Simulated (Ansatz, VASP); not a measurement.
## TaCo (1 ML Co on Ta(001), 1 substrate layers): VASP beside Ansatz

One calculation is typed for both programs; each brings its own data sets. How far apart do they land? The cell is taken from a series of runs on this material, whose earlier steps may have relaxed, scaled, displaced or heated it; both programs get it as it stands.

Main program and level: Ansatz 0.2.0; plane waves, with VASP 6.6.1 beside it; single point at PBE.

### Step 1. The structure

The cell holds 2 atoms: 1 Ta and 1 Co. Its edges and angles: a = 3.303 Å, b = 3.303 Å, c = 15.315 Å, α = 90.0°, β = 90.0°, γ = 90.0°. Pseudomorphic film on the measured substrate lattice, hard-sphere layer spacings, unrelaxed. Vacuum lies along c.

### Step 2. Ansatz: single point, PBE, pair 1

Ansatz runs on its default PAW (the set named soft_2) files.

A single point gives forces, pressure and levels at one fixed geometry, so differences don't come from the geometry; what else differs is listed under the comparison.

input.yaml reads:

```yaml
crystal:
  lattice:
    - [3.30256, 0.0, 0.0]
    - [0.0, 3.30256, 0.0]
    - [0.0, 0.0, 15.314998]
  atoms:
    - { symbol: Ta, position: [0.0, 0.0, 0.457068] }
    - { symbol: Co, position: [0.5, 0.5, 0.542932], spin: 2.0 }
magnetization:
  spin_polarized: true
kpoints:
  mp_grid: { grid: [6, 6, 1] }
hamiltonian:
  xc: pbe
scf:
  occupations: { method: fermi_dirac, width: 0.1 }
  max_iter: 120
  convergence: { dr2_threshold: 1.0e-08 }
```

Started as:

```sh
> ansatz run input.yaml --threads 1 --pin off --max-ram 2048MiB --backend cpu --events-out ev --progress --plain --runs-dir out
```

Numbers of over 12 decimals in the logs are rounded to 6 here.

The log of the run:

```text
Engine: ansatz 0.2.0, aarch64-unknown-linux-gnu
Pseudopotentials: kind: paw
Pseudopotential: Ta, paw, valence charge 13, recommended cutoff 420 eV (normal), Ta.paw.azcp
Pseudopotential: Co, paw, valence charge 17, recommended cutoff 420 eV (normal), Co.paw.azcp
Functional definition: PBE
  parameter kappa = 0.804
  parameter beta = 0.066725
  exchange = pbe_x(kappa = kappa, mu = beta*pi^2/3)
  correlation = pbe_c(beta = beta)
Crystal: 2 atoms, lattice volume = 167.039 Å³
Basis set: ecut = 420 eV, 3275 PW (Γ)
Bands: 20, of which v1, the nominal top of the filled ones, is band 15 counted from 1 (14 counted from 0)
Symmetry: 8 space group operations
Space group: P4mm (ITA 99), of the structure as read, at distance tolerance 5.5e-5 Å
Magnetic group: BNS 99.163 (UNI 823), of the structure as read, at distance tolerance 5.5e-5 Å
k-points: 10 of 36
Non-local potential: Ta, projectors of the file, l = 0: 3, l = 1: 2, l = 2: 2, l = 3: 1
Non-local potential: Co, projectors of the file, l = 0: 3, l = 1: 2, l = 2: 3, l = 3: 1
PAW form: soft (Blöchl's): semilocal exchange-correlation on the pseudo side does not see the compensation charge
PAW one-centre angular grid: Ta, 590 points (default); XC on 64 Gauss nodes
PAW one-centre angular grid: Co, 590 points (default); XC on 64 Gauss nodes
Initial density: superposition of atomic densities (neutral atoms: chi_scale 0, normalization atom)
Starting moments: Σ|m| = 2 μB on 1 of 2 sites
Initial wavefunctions: pseudopotential atomic-orbital guess
Functional: x = pbe(κ = 0.804, μ = 0.219515), c = pbe(β = 0.066725)
SCF iter   1: F=—  HF=-15054.540737 eV  |F-HF|=—  |Δ(HF+E_count)|=         —  Δρ=2.99e-2 (↑1.38e-2 ↓2.99e-2)  dr2=6.87e0  dr2_m=3.66e-1  M=1.531 μB ∫|m|=1.649 μB  β_m=0.30  ethr=3.10e-3  ⟨swp⟩=7.0  Hψ=2030  notcnv=0
Mixer restart at iter 1: flushing history
preconditioner: auto → LDOS  [metal: Δε(μ)=0.017 eV  Ē_g=3.801 eV  σ=0.100 eV  W_gap=0.04  n_scr=20 (ndim 8)  ℏωp=10.8 eV  f_vac=0.639  D(μ)=3.48/eV (n_scr^D=12)]
spin=Collinear: LDOS preconditioning applied to the charge; magnetization (m = ρ↑ − ρ↓) channel mixes plain (no charge-response kernel on spin).
SCF iter   2: F=—  HF=-15054.276336 eV  |F-HF|=—  |Δ(HF+E_count)|=   2.64e-1  Δρ=1.70e-2 (↑7.84e-3 ↓1.70e-2)  dr2=2.28e0  dr2_m=9.65e-2  M=1.667 μB ∫|m|=1.809 μB  β_m=0.48  ethr=3.10e-3  ⟨swp⟩=3.2  Hψ=809  notcnv=0
SCF iter   3: F=—  HF=-15054.586072 eV  |F-HF|=—  |Δ(HF+E_count)|=   3.10e-1  Δρ=5.98e-3 (↑5.98e-3 ↓5.01e-3)  dr2=6.12e-2  dr2_m=2.95e-2  M=1.614 μB ∫|m|=1.876 μB  β_m=0.52  ethr=3.10e-3  ⟨swp⟩=3.0  Hψ=745  notcnv=0
SCF iter   4: F=—  HF=-15054.654476 eV  |F-HF|=—  |Δ(HF+E_count)|=   6.84e-2  Δρ=3.61e-3 (↑3.61e-3 ↓3.23e-3)  dr2=1.69e-2  dr2_m=1.26e-2  M=1.631 μB ∫|m|=1.895 μB  β_m=0.76  ethr=2.04e-4  ⟨swp⟩=2.2  Hψ=735  notcnv=0
SCF iter   5: F=—  HF=-15054.691762 eV  |F-HF|=—  |Δ(HF+E_count)|=   3.73e-2  Δρ=1.77e-3 (↑1.34e-3 ↓1.77e-3)  dr2=2.62e-3  dr2_m=3.38e-3  M=1.653 μB ∫|m|=1.920 μB  β_m=0.83  ethr=5.64e-5  ⟨swp⟩=2.0  Hψ=629  notcnv=0
SCF iter   6: F=—  HF=-15054.693538 eV  |F-HF|=—  |Δ(HF+E_count)|=   1.78e-3  Δρ=9.97e-4 (↑9.97e-4 ↓6.03e-4)  dr2=4.81e-4  dr2_m=8.24e-4  M=1.698 μB ∫|m|=1.945 μB  β_m=0.91  ethr=8.73e-6  ⟨swp⟩=2.3  Hψ=671  notcnv=0
SCF iter   7: F=—  HF=-15054.694920 eV  |F-HF|=—  |Δ(HF+E_count)|=   1.38e-3  Δρ=9.23e-4 (↑4.37e-4 ↓9.23e-4)  dr2=6.31e-4  dr2_m=5.61e-4  M=1.742 μB ∫|m|=1.964 μB  β_m=0.96  ethr=1.60e-6  ⟨swp⟩=2.0  Hψ=744  notcnv=0
SCF iter   8: F=—  HF=-15054.696399 eV  |F-HF|=—  |Δ(HF+E_count)|=   1.48e-3  Δρ=6.93e-4 (↑6.93e-4 ↓4.22e-4)  dr2=1.43e-4  dr2_m=4.45e-4  M=1.798 μB ∫|m|=1.992 μB  β_m=0.98  ethr=1.60e-6  ⟨swp⟩=2.1  Hψ=736  notcnv=0
SCF iter   9: F=—  HF=-15054.698480 eV  |F-HF|=—  |Δ(HF+E_count)|=   2.08e-3  Δρ=5.27e-4 (↑5.27e-4 ↓4.41e-4)  dr2=1.17e-4  dr2_m=3.47e-4  M=1.881 μB ∫|m|=2.037 μB  β_m=0.99  ethr=4.78e-7  ⟨swp⟩=3.0  Hψ=832  notcnv=0
SCF iter  10: F=—  HF=-15054.699658 eV  |F-HF|=—  |Δ(HF+E_count)|=   1.18e-3  Δρ=4.31e-4 (↑4.31e-4 ↓3.08e-4)  dr2=6.97e-5  dr2_m=1.99e-4  M=1.953 μB ∫|m|=2.080 μB  β_m=0.99  ethr=3.90e-7  ⟨swp⟩=3.0  Hψ=849  notcnv=0
SCF iter  11: F=—  HF=-15054.699744 eV  |F-HF|=—  |Δ(HF+E_count)|=   8.52e-5  Δρ=1.49e-4 (↑1.49e-4 ↓1.17e-4)  dr2=5.05e-5  dr2_m=1.39e-5  M=1.984 μB ∫|m|=2.094 μB  β_m=1.00  ethr=2.32e-7  ⟨swp⟩=3.0  Hψ=822  notcnv=0
SCF iter  12: F=—  HF=-15054.699688 eV  |F-HF|=—  |Δ(HF+E_count)|=   5.60e-5  Δρ=1.21e-4 (↑8.25e-5 ↓1.21e-4)  dr2=9.63e-6  dr2_m=1.39e-5  M=1.946 μB ∫|m|=2.068 μB  β_m=0.85  ethr=1.68e-7  ⟨swp⟩=3.0  Hψ=806  notcnv=0
SCF iter  13: F=—  HF=-15054.699799 eV  |F-HF|=—  |Δ(HF+E_count)|=   1.11e-4  Δρ=2.82e-5 (↑2.20e-5 ↓2.82e-5)  dr2=7.95e-7  dr2_m=9.06e-7  M=1.973 μB ∫|m|=2.086 μB  β_m=0.84  ethr=3.21e-8  ⟨swp⟩=3.0  Hψ=950  notcnv=0
SCF iter  14: F=—  HF=-15054.699803 eV  |F-HF|=—  |Δ(HF+E_count)|=   3.95e-6  Δρ=5.85e-6 (↑4.79e-6 ↓5.85e-6)  dr2=1.82e-7  dr2_m=2.77e-8  M=1.969 μB ∫|m|=2.083 μB  β_m=0.86  ethr=2.65e-9  ⟨swp⟩=2.9  Hψ=767  notcnv=0
SCF iter  15: F=—  HF=-15054.699803 eV  |F-HF|=—  |Δ(HF+E_count)|=   2.90e-8  Δρ=2.52e-6 (↑2.52e-6 ↓2.09e-6)  dr2=1.67e-8  dr2_m=6.49e-9  M=1.969 μB ∫|m|=2.083 μB  β_m=0.93  ethr=6.07e-10  ⟨swp⟩=2.0  Hψ=540  notcnv=0
SCF iter  16: F=—  HF=-15054.699803 eV  |F-HF|=—  |Δ(HF+E_count)|=   3.33e-8  Δρ=8.55e-7 (↑8.55e-7 ↓6.95e-7)  dr2=1.87e-9  dr2_m=7.26e-10  M=1.969 μB ∫|m|=2.083 μB  β_m=0.96  ethr=5.58e-11  ⟨swp⟩=2.2  Hψ=634  notcnv=0
SCF iter  17: F=-15054.699803 eV  HF=-15054.699803 eV  |F-HF|=1.18e-9  |Δ(HF+E_count)|=   7.50e-9  Δρ=6.22e-7 (↑6.22e-7 ↓4.58e-7)  dr2=1.34e-9  dr2_m=2.44e-11  M=1.969 μB ∫|m|=2.083 μB  ethr=6.23e-12  ⟨swp⟩=1.1  Hψ=1292  notcnv=0
SCF 1 converged in 17 iterations: F = -15054.699803 eV  dr2 = 1.34e-9
  greatest PAW one-centre occupation: 1.001 electrons in one spin orbital (limit 2), on the Co atom at site 1 (counted from 0), in its partial waves of l = 1
SCF converged after 17 iterations
Magnetization: 1.9689 μB (15.9845 up, 14.0155 down)
Absolute magnetization: 2.0828 μB (∫|ρ↑−ρ↓|, with the PAW one-centre terms)
Spin contamination: 0.0875 ħ² per cell (⟨S²⟩ above its minimum at these occupations)
Per-site moments (μB) at R_I (Å): [(0.228987, 1.105523), (1.390186, 1.105523)]
Free energy (F): -15054.699803 eV
Harris-Foulkes:  -15054.699803 eV  (|F-HF|=1.18e-9)
Internal energy: -15054.600386 eV  (E = F + TS)
E sigma→0 (E₀):  -15054.650095 eV
Entropy (-TS):   -0.099416 eV (-49.708 meV/atom)
Fermi energy:    -0.150177 eV
--- Per-component energies (eV) ---
  E_band       = -915.042391
  E_kinetic    = 806.872971
  E_local      = -17299.264102  (includes V_loc(G=0)·N_el)
  E_nonlocal   = 471.254316
  E_hartree    = 8054.825563
  E_xc         = -369.795203
  E_vxc        = -398.812029  (∫ρ·V_xc dr)
  E_paw        = -9913.217698  (= ΣΔE_a)
  E_vpaw       = -604.742156  (= ΣTr[D̂ρ^β])
  E_aug_tail   = 0.000223  (compensation charges beyond the density's cutoff)
  E_ewald      = 3194.723544
  E_smearing   = -0.099416  (= −TS)
  E_closure    = -0.000000  (closes the sum)
  Σ components = -15054.699803   (vs F -15054.699803, Δ=0.00e0)
```

### Step 3. VASP: single point, PBE, pair 1

The same cell, functional, mesh and smearing now go to VASP, with its own data sets.

Lines of VASP's logs that name or quote its potential files are left out, and so is its time.

INCAR reads:

```
SYSTEM = TaCo
PREC = Accurate
ENCUT = 520
EDIFF = 1E-06
NELM = 200
ISMEAR = -1
SIGMA = 0.1
LREAL = .FALSE.
ALGO = Normal
GGA = PE
NBANDS = 18
ISPIN = 2
MAGMOM = 0.23 1.39
LASPH = .TRUE.
LMAXMIX = 4
LORBIT = 11
LWAVE = .FALSE.
LCHARG = .FALSE.
ISIF = 2
GGA_COMPAT = .FALSE.
KPAR = 2
```

POSCAR reads:

```
TaCo
1.0
    3.3025600000      0.0000000000      0.0000000000
    0.0000000000      3.3025600000      0.0000000000
    0.0000000000      0.0000000000     15.3149980000
Ta Co
1 1
Direct
    0.0000000000      0.0000000000      0.4570680000
    0.5000000000      0.5000000000      0.5429320000
```

KPOINTS reads:

```
Automatic mesh
0
Gamma
6 6 1
0 0 0
```

The projector-augmented-wave data sets are Ta_pv and Co (PBE family, release 64).

Started as:

```sh
> mpirun -np 2 vasp_std
```

The log of the run:

```text
[banner, memory and clock lines left out]
running    2 mpi-ranks, on    1 nodes
 distrk:  each k-point on    1 cores,    2 groups
 distr:  one band on    1 cores,    1 groups

 POSCAR found type information on POSCAR TaCo
 POSCAR found :  2 types and       2 ions
 LDA part: xc-table for (Slater+PW92), standard interpolation
 POSCAR, INCAR and KPOINTS ok, starting setup
 FFT: planning ... GRIDC
 FFT: planning ... GRID_SOFT
 FFT: planning ... GRID
 WAVECAR not read
 entering main loop
       N       E                     dE             d eps       ncg     rms          rms(c)
DAV:   1     0.934720314791E+02    0.93472E+02   -0.90169E+03   888   0.858E+02
DAV:   2    -0.111893123155E+02   -0.10466E+03   -0.99407E+02   822   0.209E+02
DAV:   3    -0.166989904879E+02   -0.55097E+01   -0.51322E+01  1050   0.441E+01
DAV:   4    -0.168639619508E+02   -0.16497E+00   -0.16291E+00   896   0.730E+00
DAV:   5    -0.168681018238E+02   -0.41399E-02   -0.41382E-02   982   0.118E+00    0.107E+01
DAV:   6    -0.177288764072E+02   -0.86077E+00   -0.15982E+01   750   0.505E+01    0.162E+01
DAV:   7    -0.164989315377E+02    0.12299E+01   -0.16731E+01   898   0.452E+01    0.158E+01
DAV:   8    -0.153351324131E+02    0.11638E+01   -0.10908E+01   878   0.283E+01    0.673E+00
DAV:   9    -0.149477107475E+02    0.38742E+00   -0.96752E-01   908   0.101E+01    0.145E+00
DAV:  10    -0.150144408098E+02   -0.66730E-01   -0.86312E-02   786   0.192E+00    0.150E+00
DAV:  11    -0.150847602339E+02   -0.70319E-01   -0.37894E-02   822   0.144E+00    0.145E+00
DAV:  12    -0.151406452158E+02   -0.55885E-01   -0.87230E-02   886   0.266E+00    0.114E+00
DAV:  13    -0.151284520732E+02    0.12193E-01   -0.37977E-02   842   0.175E+00    0.329E-01
DAV:  14    -0.151399513020E+02   -0.11499E-01   -0.60731E-03   846   0.433E-01    0.173E-01
[...]
DAV:  24    -0.151645123902E+02   -0.24091E-03   -0.46091E-05   842   0.221E-02    0.409E-03
DAV:  25    -0.151645261710E+02   -0.13781E-04   -0.76659E-06   746   0.147E-02    0.330E-03
DAV:  26    -0.151645358609E+02   -0.96899E-05   -0.14543E-06   668   0.582E-03    0.213E-03
DAV:  27    -0.151645567699E+02   -0.20909E-04   -0.17043E-06   668   0.396E-03    0.149E-03
DAV:  28    -0.151645648967E+02   -0.81268E-05   -0.87548E-07   666   0.395E-03    0.762E-04
DAV:  29    -0.151645675746E+02   -0.26779E-05   -0.34922E-07   646   0.258E-03    0.424E-04
DAV:  30    -0.151645695302E+02   -0.19556E-05   -0.15290E-07   618   0.170E-03    0.277E-04
DAV:  31    -0.151645703689E+02   -0.83862E-06   -0.60451E-08   610   0.110E-03
   1 F= -.15164570E+02 E0= -.15114480E+02  d E =-.100181E+00  mag=     1.9742
```

OUTCAR, selected parts (step 3):

```text
ion  position               nearest neighbor table
   1  0.000  0.000  0.457-   2 2.68   2 2.68   2 2.68   2 2.68
   2  0.500  0.500  0.543-   1 2.68   1 2.68   1 2.68   1 2.68

  LATTYP: Found a simple tetragonal cell.
 ALAT       =     3.3025600000
 C/A-ratio  =     4.6373110557

 Subroutine GETGRP returns: Found  8 space group operations
 (whereof  8 operations were pure point group operations)

The static configuration has the point symmetry C_4v.

 Found     10 irreducible k-points:

   k-points           NKPTS =     10   k-points in BZ     NKDIM =     10   number of bands    NBANDS=     18

   dimension x,y,z NGX =    28 NGY =   28 NGZ =  120
   dimension x,y,z NGXF=    56 NGYF=   56 NGZF=  240

   ENCUT  =  520.0 eV  38.22 Ry    6.18 a.u.   6.14  6.14 28.48*2*pi/ulx,y,z

   NELECT =      20.0000    total number of electrons

 k-points in reciprocal lattice and weights: Automatic mesh
   0.00000000  0.00000000  0.00000000       0.028
   0.16666667  0.00000000  0.00000000       0.111
   0.33333333  0.00000000  0.00000000       0.111
   0.50000000  0.00000000  0.00000000       0.056
   0.16666667  0.16666667  0.00000000       0.111
   0.33333333  0.16666667  0.00000000       0.222
   0.50000000  0.16666667  0.00000000       0.111
   0.33333333  0.33333333  0.00000000       0.111
   0.50000000  0.33333333  0.00000000       0.111
   0.50000000  0.50000000  0.00000000       0.028

 average (electrostatic) potential at core
       1 -45.7262       2 -90.4837

 E-fermi :  -2.1168

 spin component 1
 k-point     1 :       0.0000    0.0000    0.0000
  band No.  band energies     occupation
    ...
      8      -3.6667      1.00000
      9      -3.6667      1.00000
     10      -3.0782      0.99993
     11      -2.5565      0.98783
     12      -2.4627      0.96949
     13      -0.6378      0.00000
     14      -0.6378      0.00000
     15       0.9037      0.00000
     16       1.2682      0.00000
     17       2.1930      0.00000
    ...

 k-point     2 :       0.1667    0.0000    0.0000
  band No.  band energies     occupation
    ...
      8      -3.8489      1.00000
      9      -3.7248      1.00000
     10      -2.8265      0.99917
     11      -2.4567      0.96767
     12      -2.3175      0.88152
     13      -0.6680      0.00000
     14      -0.4347      0.00000
     15       0.4555      0.00000
     16       1.5312      0.00000
     17       2.6184      0.00000
    ...

 k-point     3 :       0.3333    0.0000    0.0000
  band No.  band energies     occupation
    ...
      6      -4.4247      1.00000
      7      -4.1056      1.00000
      8      -3.9843      1.00000
      9      -3.9133      1.00000
     10      -2.8132      0.99906
     11      -2.1098      0.48247
     12      -1.8358      0.05678
     13      -0.3391      0.00000
     14      -0.3339      0.00000
     15       0.1211      0.00000
    ...

 k-point     4 :       0.5000    0.0000    0.0000
  band No.  band energies     occupation
    ...
      7      -4.1326      1.00000
      8      -4.0682      1.00000
      9      -3.5674      1.00000
     10      -3.0782      0.99993
     11      -2.2585      0.80479
     12      -1.6573      0.00999
     13      -0.5309      0.00000
     14       0.2718      0.00000
     15       0.3104      0.00000
     16       1.7102      0.00000
    ...

 k-point     5 :       0.1667    0.1667    0.0000
  band No.  band energies     occupation
    ...
      8      -3.8731      1.00000
      9      -3.7833      1.00000
     10      -2.6404      0.99470
     11      -2.2480      0.78770
     12      -2.2431      0.77939
     13      -1.0646      0.00003
     14      -0.3359      0.00000
     15       0.2196      0.00000
     16       1.8719      0.00000
     17       3.0734      0.00000
    ...

 k-point     6 :       0.3333    0.1667    0.0000
  band No.  band energies     occupation
    ...
      7      -4.2657      1.00000
      8      -4.0331      1.00000
      9      -3.8313      1.00000
     10      -2.6013      0.99219
     11      -2.1586      0.60291
     12      -1.8399      0.05899
     13      -1.1841      0.00009
     14      -0.5721      0.00000
     15       0.8246      0.00000
     16       2.3613      0.00000
    ...

  Total       -7.9272077     -7.9272077     -2.5022800     -0.0000000      0.0000000      0.0000000
  in kB      -76.0348056    -76.0348056    -24.0009319     -0.0000000      0.0000000      0.0000000
  external PRESSURE =     -58.6901810 kB  Pullay stress =       0.0000000 kB

  energy-cutoff  :      520.00
  volume of cell :      167.04
      direct lattice vectors                 reciprocal lattice vectors
     3.302560000  0.000000000  0.000000000     0.302795407  0.000000000  0.000000000
     0.000000000  3.302560000  0.000000000     0.000000000  0.302795407  0.000000000
     0.000000000  0.000000000 15.314998000     0.000000000  0.000000000  0.065295470

 POSITION                                       TOTAL-FORCE (eV/Angst)
 -----------------------------------------------------------------------------------
      0.00000      0.00000      7.00000         0.000000      0.000000      1.898370
      1.65128      1.65128      8.31500         0.000000     -0.000000     -1.898370
 -----------------------------------------------------------------------------------
    total drift:                                0.000000      0.000000     -0.000067

  FREE ENERGIE OF THE ION-ELECTRON SYSTEM (eV)
  ---------------------------------------------------
  free  energy   TOTEN  =       -15.1645703689 eV

  energy  without entropy=      -15.0643896685  energy(sigma->0) =      -15.11448002

 total charge
# of ion       s       p       d       tot
------------------------------------------
    1        0.357   6.063   2.121   8.541
    2        0.461   0.260   7.223   7.944
--------------------------------------------------
tot          0.818   6.323   9.344  16.485

 magnetization (x)
# of ion       s       p       d       tot
------------------------------------------
    1        0.008   0.007   0.266   0.280
    2        0.037   0.003   1.317   1.357
--------------------------------------------------
tot          0.045   0.010   1.582   1.637

[... 6 further parts left out ...]
```

The cell holds one magnetic atom, so no antiferromagnetic order fits into it.

### Step 4. Comparison

Known differences besides the potentials themselves: VASP starts from the moments at which Ansatz ended; the data sets hold 30 valence electrons in Ansatz (on its default PAW (the set named soft_2) files) and 20 in VASP; the cutoff is 420 eV in Ansatz and 520 eV in VASP; site moments are counted in spheres of each program's own size. Total energies have different zeros and are not compared.

Both answers:

| quantity | Ansatz | VASP | difference |
| --- | --- | --- | --- |
| total moment (μB) | 1.97 | 1.97 | -0.01 |
| moment on Co2 (μB) | 1.39 | 1.36 | +0.03 |
| moment on Ta1 (μB) | 0.23 | 0.28 | -0.05 |

With vacuum in the cell, a pressure given here is an average over mostly empty space and none of the material.

### Step 5. Ansatz: single point, PBE, pair 2

With cell and atoms fixed, the geometry can't cause a difference; cores, projectors, grids and the points listed under the comparison can.

The cell is taken from a series of runs on this material, whose earlier steps may have relaxed, scaled, displaced or heated it; both programs get it as it stands.

input.yaml, the sections that differ from step 2:

```yaml
crystal:
  lattice:
    - [3.30256, 0.0, 0.0]
    - [0.0, 3.30256, 0.0]
    - [0.0, 0.0, 15.314998]
  atoms:
    - { symbol: Ta, position: [0.0, 0.0, 0.457068] }
    - { symbol: Co, position: [0.5, 0.5, 0.542932], spin: 0.284 }
magnetization:
  spin_polarized: true
  initial_magnetization: 0.284
  spin_locking: { lock_magnetization: hard }
basis:
  ecutwfc: 420.0
# kpoints, hamiltonian, scf: as in step 2
```

Started as:

```sh
> ansatz run input.yaml --threads 1 --pin off --max-ram 2048MiB --backend cpu --events-out ev --progress --plain --runs-dir out
```

The log of the run:

```text
[...]
Crystal: 2 atoms, lattice volume = 167.039 Å³
Basis set: ecut = 420 eV, 3275 PW (Γ)
Bands: 20, of which v1, the nominal top of the filled ones, is band 15 counted from 1 (14 counted from 0)
Symmetry: 8 space group operations
[...]
k-points: 10 of 36
[...]
Starting moments: Σ|m| = 0.284 μB on 1 of 2 sites
[...]
Magnetization: 0.2840 μB (15.1420 up, 14.8580 down)
Absolute magnetization: 2.0767 μB (∫|ρ↑−ρ↓|, with the PAW one-centre terms)
[...]
Per-site moments (μB) at R_I (Å): [(-0.453734, 1.105523), (1.094026, 1.105523)]
Free energy (F): -15054.626444 eV
[...]
Internal energy: -15054.488994 eV  (E = F + TS)
E sigma→0 (E₀):  -15054.557719 eV
Entropy (-TS):   -0.137450 eV (-68.725 meV/atom)
Fermi energy:    -0.119885 (↑ -0.202632, ↓ -0.037139) eV
[...]
[key lines of the parts left out:]
SCF converged after 16 iterations
```

(Part 1 of 2 ends here.)

[Lines on the potential files, build, host, timing and source positions are cut from VASP's logs without a mark.]

[Logs are printed without paths, hosts, clocks, repeated set-up lines and the standing remarks that a program may print on its own settings, such as how far it seeks lower states.]

[Hosts, paths, dates, database ids (printed as entryN), source tags and the programs' standing remarks are cut or masked in the printed files.]
